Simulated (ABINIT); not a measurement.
# Bi (R-3m) in ABINIT: equation of state

Aim: energy against volume of Bi in PBEsol, for its equilibrium volume and stiffness.

Program: ABINIT 10.8.3 (patched build). These are calculated values, not measurements. Logs are shortened: lines on timing, memory, paths and dates and some standing lists are left out, and cuts for length are marked. The log counts tension as positive stress, the text compression.

## 1. The crystal as given

Symmetry: R-3m, No. 166, trigonal system. The conventional cell has a = 4.535 Å, b = 4.535 Å, c = 11.814 Å, α = 90.00°, β = 90.00°, γ = 120.00°. Bi (site symmetry 3m) is surrounded by 6 Bi at 3.06 to 3.52 Å.

## 2. Equation of state, PBEsol

run.abi reads:

```
ndtset 7
getwfk -1
scalecart1 3*0.9795861087
scalecart2 3*0.9864848297
scalecart3 3*0.9932883884
scalecart4 3*1.0000000000
scalecart5 3*1.0066227096
scalecart6 3*1.0131594038
scalecart7 3*1.0196128224

pp_dirpath "./"
pseudos "Bi.upf"

acell 3*1.0 Angstrom
rprim
     2.2675000000     1.3091417354     3.9380000000
    -2.2675000000     1.3091417354     3.9380000000
     0.0000000000    -2.6182834708     3.9380000000
ntypat 1
znucl 83
natom 2
typat 1 1
xred
     0.7660000000     0.7660000000     0.7660000000
     0.2340000000     0.2340000000     0.2340000000

ecut 33.0

kptopt 1
ngkpt 7 7 7
nshiftk 1
shiftk 0.0 0.0 0.0

ixc -116133

nband 19
occopt 3
tsmear 0.05 eV

nstep 100
tolvrs 1.0e-10

iomode 3
prtwf 1
prtden 0
prteig 0
prtebands 0
```

Potentials or basis: PseudoDojo NC SR PBEsol v0.4.1 standard.

Run with:

```console
$ abinit run.abi > log 2>&1
```

run.abo:

```text
.Version 10.8.3 of ABINIT
 DATASET    1 : space group R-3 m (#166); Bravais hR (rhombohedral)
================================================================================
 Values of the parameters that define the memory need for DATASET  1.
     intxc =       0    ionmov =       0      iscf =       7    lmnmax =       6
     lnmax =       6     mgfft =      48  mpssoang =       3    mqgrid =    3001
     natom =       2  nloc_mem =       1    nspden =       1   nspinor =       1
    nsppol =       1      nsym =      12    n1xccc =    2501    ntypat =       1
    occopt =       3   xclevel =       2
       mpw =        4047          nfft =      110592          nkpt =          44
================================================================================
================================================================================
[... 61 lines left out ...]
 DATASET    7 : space group R-3 m (#166); Bravais hR (rhombohedral)
================================================================================
 Values of the parameters that define the memory need for DATASET  7.
     intxc =       0    ionmov =       0      iscf =       7    lmnmax =       6
     lnmax =       6     mgfft =      48  mpssoang =       3    mqgrid =    3001
     natom =       2  nloc_mem =       1    nspden =       1   nspinor =       1
    nsppol =       1      nsym =      12    n1xccc =    2501    ntypat =       1
    occopt =       3   xclevel =       2
       mpw =        4577          nfft =      110592          nkpt =          44
================================================================================
================================================================================

--------------------------------------------------------------------------------
------------- Echo of variables that govern the present computation ------------
--------------------------------------------------------------------------------
 -outvars: echo values of preprocessed input variables --------
            acell      1.8897261259E+00  1.8897261259E+00  1.8897261259E+00 Bohr
              amu      2.08980370E+02
             ecut      3.30000000E+01 Hartree
           getwfk          -1
              ixc     -116133
           jdtset        1    2    3    4    5    6    7
         kptrlatt        7    0    0      0    7    0      0    0    7
          kptrlen1     5.87647397E+01
          kptrlen2     5.91785895E+01
          kptrlen3     5.95867306E+01
          kptrlen4     5.99893559E+01
          kptrlen5     6.03866480E+01
          kptrlen6     6.07787800E+01
          kptrlen7     6.11659164E+01
            natom           2
            nband          19
           ndtset           7
            ngfft          48      48      48
             nkpt          44
            nstep         100
             nsym          12
           ntypat           1
           occopt           3
           prtden           0
        prtebands           0
           prteig           0
            rprim1     2.2212115015E+00  1.2824170583E+00  3.8576100961E+00
                      -2.2212115015E+00  1.2824170583E+00  3.8576100961E+00
                       0.0000000000E+00 -2.5648341166E+00  3.8576100961E+00
            rprim2     2.2368543513E+00  1.2914484619E+00  3.8847772594E+00
                      -2.2368543513E+00  1.2914484619E+00  3.8847772594E+00
                       0.0000000000E+00 -2.5828969238E+00  3.8847772594E+00
            rprim3     2.2522814207E+00  1.3003552845E+00  3.9115696735E+00
                      -2.2522814207E+00  1.3003552845E+00  3.9115696735E+00
                       0.0000000000E+00 -2.6007105691E+00  3.9115696735E+00
            rprim4     2.2675000000E+00  1.3091417354E+00  3.9380000000E+00
                      -2.2675000000E+00  1.3091417354E+00  3.9380000000E+00
                       0.0000000000E+00 -2.6182834708E+00  3.9380000000E+00
            rprim5     2.2825169940E+00  1.3178118009E+00  3.9640802304E+00
                      -2.2825169940E+00  1.3178118009E+00  3.9640802304E+00
                       0.0000000000E+00 -2.6356236019E+00  3.9640802304E+00
            rprim6     2.2973389481E+00  1.3263692601E+00  3.9898217322E+00
                      -2.2973389481E+00  1.3263692601E+00  3.9898217322E+00
                       0.0000000000E+00 -2.6527385203E+00  3.9898217322E+00
            rprim7     2.3119720748E+00  1.3348176998E+00  4.0152352946E+00
                      -2.3119720748E+00  1.3348176998E+00  4.0152352946E+00
                       0.0000000000E+00 -2.6696353995E+00  4.0152352946E+00
          spgroup         166
           tolvrs      1.00000000E-10
           tsmear      1.83746611E-03 Hartree
            typat      1  1
           xangst1    -5.2095358652E-17  9.0452535223E-17  8.8647880007E+00
                      -8.5405074877E-19  2.1724595470E-18  2.7080422874E+00
           xangst2    -5.9393120843E-17  1.9695280504E-17  8.9272181420E+00
                       6.6062536372E-17  2.6115873271E-17  2.7271136361E+00
           xangst3     2.8246813818E-17  9.8402768184E-17  8.9887871097E+00
                      -2.4483918864E-17 -1.2527026124E-16  2.7459219108E+00
           xangst4     1.0742371764E-16  8.1232906201E-17  9.0495240000E+00
                      -1.0742371764E-16 -3.6403926407E-17  2.7644760000E+00
           xangst5     6.6276789446E-17  1.0858457551E-18  9.1094563695E+00
                       6.2799849674E-18  8.7609543193E-17  2.7827843217E+00
           xangst6    -7.2947507938E-17  4.8934313101E-18  9.1686103405E+00
                       5.2893537682E-17  5.4617817738E-17  2.8008548560E+00
           xangst7     1.1275574162E-16  3.5382788657E-17  9.2270107070E+00
                      -1.1275574162E-16  8.2118155994E-17  2.8186951768E+00
            xcart1    -9.8445960283E-17  1.7093051896E-16  1.6752021486E+01
                      -1.6139220128E-18  4.1053535635E-18  5.1174582606E+00
            xcart2    -1.1223673216E-16  3.7218686125E-17  1.6869997355E+01
                       1.2484010093E-16  4.9351848021E-17  5.1534978864E+00
            xcart3     5.3378742046E-17  1.8595428190E-16  1.6986345842E+01
                      -4.6267901142E-17 -2.3672648547E-16  5.1890403746E+00
            xcart4     2.0300140577E-16  1.5350794513E-16  1.7101121930E+01
                      -2.0300140577E-16 -6.8793450818E-17  5.2241025216E+00
            xcart5     1.2524498056E-16  2.0519510922E-18  1.7214377694E+01
                       1.1867451663E-17  1.6555804265E-16  5.2587002356E+00
            xcart6    -1.3785081157E-16  9.2472449921E-18  1.7326162499E+01
                       9.9954300050E-17  1.0321271712E-16  5.2928485962E+00
            xcart7     2.1307747079E-16  6.6863780133E-17  1.7436523197E+01
                      -2.1307747079E-16  1.5518082479E-16  5.3265619166E+00
             xred      7.6600000000E-01  7.6600000000E-01  7.6600000000E-01
                       2.3400000000E-01  2.3400000000E-01  2.3400000000E-01
            znucl       83.00000

================================================================================

 chkinp: Checking input parameters for consistency, jdtset=   1.

 chkinp: Checking input parameters for consistency, jdtset=   2.
[... 29 lines left out ...]
 getcut: wavevector=  0.0000  0.0000  0.0000  ngfft=  48  48  48
         ecut(hartree)=     33.000   => boxcut(ratio)=   2.12037

--- Pseudopotential description ------------------------------------------------
- pspini: atom type   1  psp file is ./Bi.upf
12 -116133 2 -1 1472                          pspcod,pspxc,lmax,lloc,mmax
     nproj     2     2     2

   2.57404668E+03                                ecore*ucvol(ha*bohr**3)
--------------------------------------------------------------------------------

================================================================================

--- !BeginCycle
iteration_state: {dtset: 1, }
solver: {iscf: 7, nstep: 100, nline: 4, wfoptalg: 0, }
tolerances: {tolvrs: 1.00E-10, }
...
[... 1026 lines left out ...]
-Cartesian components of stress tensor (GPa)         [Pressure= -2.7860E+00 GPa]
- sigma(1 1)=  2.85039186E+00  sigma(3 2)=  0.00000000E+00
- sigma(2 2)=  2.85039185E+00  sigma(3 1)=  0.00000000E+00
- sigma(3 3)=  2.65713350E+00  sigma(2 1)=  0.00000000E+00

== END DATASET(S) ==============================================================
================================================================================

 -outvars: echo values of variables after computation  --------
            acell      1.8897261259E+00  1.8897261259E+00  1.8897261259E+00 Bohr
           etotal1    -1.6385564218E+02
           etotal2    -1.6385645727E+02
           etotal3    -1.6385687924E+02
           etotal4    -1.6385695146E+02
           etotal5    -1.6385671103E+02
           etotal6    -1.6385619182E+02
           etotal7    -1.6385542423E+02
            fcart1     2.0610127789E-18 -3.2687683782E-19 -8.8548133438E-03
                      -2.0610127789E-18  3.2687683782E-19  8.8548133438E-03
            fcart2     7.2418871208E-19 -5.6332682925E-19 -6.7273365580E-03
                      -7.2418871208E-19  5.6332682925E-19  6.7273365580E-03
            fcart3     7.1870259663E-19 -1.5896316705E-19 -4.7423522801E-03
                      -7.1870259663E-19  1.5896316705E-19  4.7423522801E-03
            fcart4     9.5919053668E-19  5.6394569673E-19 -2.8889812360E-03
                      -9.5919053668E-19 -5.6394569673E-19  2.8889812360E-03
            fcart5     8.6056608720E-20 -1.1545716146E-19 -1.1573376690E-03
                      -8.6056608720E-20  1.1545716146E-19  1.1573376690E-03
[... 38 lines left out ...]
                       0.0000000000E+00  0.0000000000E+00  0.0000000000E+00
           xangst1    -5.2095358652E-17  9.0452535223E-17  8.8647880007E+00
                      -8.5405074877E-19  2.1724595470E-18  2.7080422874E+00
           xangst2    -5.9393120843E-17  1.9695280504E-17  8.9272181420E+00
                       6.6062536372E-17  2.6115873271E-17  2.7271136361E+00
           xangst3     2.8246813818E-17  9.8402768184E-17  8.9887871097E+00
                      -2.4483918864E-17 -1.2527026124E-16  2.7459219108E+00
           xangst4     1.0742371764E-16  8.1232906201E-17  9.0495240000E+00
                      -1.0742371764E-16 -3.6403926407E-17  2.7644760000E+00
           xangst5     6.6276789446E-17  1.0858457551E-18  9.1094563695E+00
                       6.2799849674E-18  8.7609543193E-17  2.7827843217E+00
           xangst6    -7.2947507938E-17  4.8934313101E-18  9.1686103405E+00
                       5.2893537682E-17  5.4617817738E-17  2.8008548560E+00
           xangst7     1.1275574162E-16  3.5382788657E-17  9.2270107070E+00
                      -1.1275574162E-16  8.2118155994E-17  2.8186951768E+00
             xred      7.6600000000E-01  7.6600000000E-01  7.6600000000E-01
                       2.3400000000E-01  2.3400000000E-01  2.3400000000E-01
 Calculation completed.
```

Run time: 12 min. Hardware: 1 thread of AMD EPYC 7R43 (Zen 3), shared host; peak memory 0.16 GiB.

What came out:

| Item | Value |
| --- | --- |
| Equilibrium volume | 34.87 Å³/atom |
| Bulk modulus at fixed shape and positions | 50 GPa |
| Pressure derivative of the bulk modulus | 4.7 |

Energy against volume, from the lowest point:
```tsv
volume (Å³/atom)	energy (meV/atom)
32.965	17.81
33.667	6.72
34.368	0.98
35.070	0.00
35.771	3.27
36.472	10.34
37.174	20.78
```

Caveat: pressures at fixed basis lie under the slope of the energies; the cell was scaled at fixed shape and fractional positions, which overstates the stiffness of a crystal with free parameters, most of all of layers and chains.
